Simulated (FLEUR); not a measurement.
Sr:

```
Sr
1.0
     0.00000    3.04235    3.04235
     3.04235    0.00000    3.04235
     3.04235    3.04235    0.00000
Sr
1
Direct
  0.00000 0.00000 0.00000
```

* Program: FLEUR MaX-R8.1 (later development tree)
* Task: single point
* Functional: PBE
* Potentials or basis: all-electron
* Basis: FLAPW
* Kmax: 4.1 1/bohr
* k mesh: 8 × 8 × 8
* Occupations: fermi-dirac, width 0.05 eV
* Spin: no spin polarisation
* Gmax: 12.7 1/bohr
* Muffin-tin radii: Sr 2.66 bohr
* lmax: Sr 11
* Local orbitals a species: Sr 5
* Max iterations: 60
* Mixing factor: 0.05
* Mixer: Anderson
* Mixer history: 15
* Density convergence: 1e-05 me/bohr^3

On this cell: band gap on the k mesh none (metal or under the smearing width).

The same run follows on a disturbed copy (cell strained at random at fixed volume):

```
Sr
1.0
     0.06610    3.01958    2.96526
     3.13463    0.00753    3.02383
     3.12896    3.07248    0.01320
Sr
1
Direct
  0.99000 0.99567 0.01497
```

**Question.** What does the disturbed cell give?

**Answer.** The energy (extrapolated to zero smearing) moves by +3.3 meV/atom; band gap on the k mesh none (metal or under the smearing width).
